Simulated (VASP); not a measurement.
Crystal: SnS2 (Berndtite-2T).

```
Sn S
1.0
     3.66709    0.00000    0.00000
    -1.83354    3.17579    0.00000
     0.00000    0.00000    5.81104
Sn S
1 2
Cartesian
  0.0000 0.0000 0.0000
  0.0000 2.1172 1.4781
  1.8335 1.0586 4.3330
```

Base run:

```yaml
Program: VASP 6.6.1
Functional: TB-mBJ
Potentials_or_basis: VASP PAW PBE potentials, release 64 (Sn_d, S)
Cutoff: 520 eV
k_mesh: 9 × 9 × 5
Occupations: gaussian, width 0.03 eV
Spin: no spin polarisation
```

Its results: band gap on the k mesh 2.07 eV, indirect (least direct gap 2.55 eV).

**Question.** The run is repeated on the same cell with these changes: functional from TB-mBJ to LDA; potentials or basis from VASP PAW PBE potentials, release 64 (Sn_d, S) to VASP PAW LDA potentials, release 64 (Sn_d, S). What comes out?

**Answer.** Band gap on the k mesh 1.14 eV, indirect (least direct gap 1.53 eV).

Caveats: spin-orbit coupling is left out, which moves the levels of the heavy elements.
